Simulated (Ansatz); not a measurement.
# Equation of state of barium, beta-Sn type

Method: DFT, PBE, plane waves (420 eV) with PAW, scalar-relativistic (Ansatz).

The cell is scaled uniformly from the relaxed one, with fractional coordinates and shape fixed. Energies are extrapolated to zero smearing, pressures are those at the given smearing. Because the bonds are stretched with the cell, B₀ of this curve lies above the true bulk modulus of such a structure. Magnetic state: spin not included.

```csv
V (Å³/atom),E − E₀ (meV/atom),P (GPa)
53.327,21.8,1.18
55.751,8.3,0.72
58.175,1.4,0.33
60.599,0.1,0.00
63.023,3.5,-0.27
65.447,10.8,-0.51
67.870,21.4,-0.70
```

(1) Fit a third-order Birch-Murnaghan equation.

Answers

(1) V₀ = 60.00 Å³/atom, B₀ = 7.9 GPa, B₀′ = 3.3.
